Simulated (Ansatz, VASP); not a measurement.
**Two plane-wave programs on Tl**

```
Tl
1.0
     3.38038    0.00000    0.00000
     0.00000    3.38038    0.00000
     0.00000    0.00000    3.38038
Tl
1
Direct
  0.00000 0.00000 0.00000
```

Alike in both runs: task single point; functional RPBE; k mesh 11 × 11 × 11; occupations fermi-dirac, width 0.1 eV; no spin polarisation.

|  | VASP | Ansatz |
| --- | --- | --- |
| version | VASP 6.6.1 | Ansatz 0.2.0 |
| potentials or method | VASP PAW PBE potentials, release 64 (Tl_d) | plane waves (420 eV) with PAW, scalar-relativistic |
| plane-wave cutoff (eV) | 520 | 420 |
| valence electrons in the cell | 13 | 13 |

|  | VASP | Ansatz | Ansatz less VASP |
| --- | --- | --- | --- |
| pressure (GPa) | -0.6 | -0.5 | +0.05 |

Caveats: the PAW data sets were made with another functional, which shifts forces and pressure a little (VASP). The runs have no spin-orbit coupling, so splittings on Tl are missing.
